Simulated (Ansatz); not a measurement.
# Be2C: the cost of one run

Program: Ansatz 0.2.0. Level of theory: DFT LDA, frozen-core PAW, scalar-relativistic unless said. These are calculated values, not measurements.

1 further run of the same task is left out (set aside as unsound or not needed).

### Step 1. The starting structure

Symmetry: Fm-3m, No. 225, cubic system. The conventional cell has a = 4.330 Å, b = 4.330 Å, c = 4.330 Å, α = 90.00°, β = 90.00°, γ = 90.00°. Around Be (site symmetry -43m) lie 4 C at 1.87 Å. C (site symmetry m-3m) has 8 Be at 1.87 Å as nearest neighbours.

Structure file:

```
CELL_PARAMETERS angstrom
0.00000 2.16500 2.16500
2.16500 0.00000 2.16500
2.16500 2.16500 0.00000
ATOMIC_POSITIONS crystal
Be 0.25000 0.25000 0.25000
Be 0.75000 0.75000 0.75000
C 0.00000 0.00000 0.00000
```

Cartesian axes are those of the input's lattice vectors. The structure goes back to a database entry.

### Step 2. Cell and atoms relaxed, PAW

The input, input.yaml:

```yaml
crystal:
  lattice:
    - [0.0, 2.165, 2.165]
    - [2.165, 0.0, 2.165]
    - [2.165, 2.165, 0.0]
  atoms:
    - { symbol: Be, position: [0.25, 0.25, 0.25] }
    - { symbol: Be, position: [0.75, 0.75, 0.75] }
    - { symbol: C, position: [0.0, 0.0, 0.0] }
kpoints:
  mp_grid: { grid: [14, 14, 14] }
scf:
  occupations: { method: fermi_dirac, width: 0.08 }
hamiltonian:
  xc: lda
  pseudopotentials: { kind: paw }
relax:
  f_tol: 0.002
  max_steps: 80
  cell: {}
output:
  forces: true
  stress: true
```

On the command line:

```console
> ansatz run input.yaml --threads 2 --pin off --max-ram 6144MiB --backend cpu --events-out ev --progress --plain --runs-dir out
```

Q: Estimate wall time and peak memory on 2 threads of Arm Neoverse V2, shared host.

About 3.1 s, with a peak of 0.3 GiB.
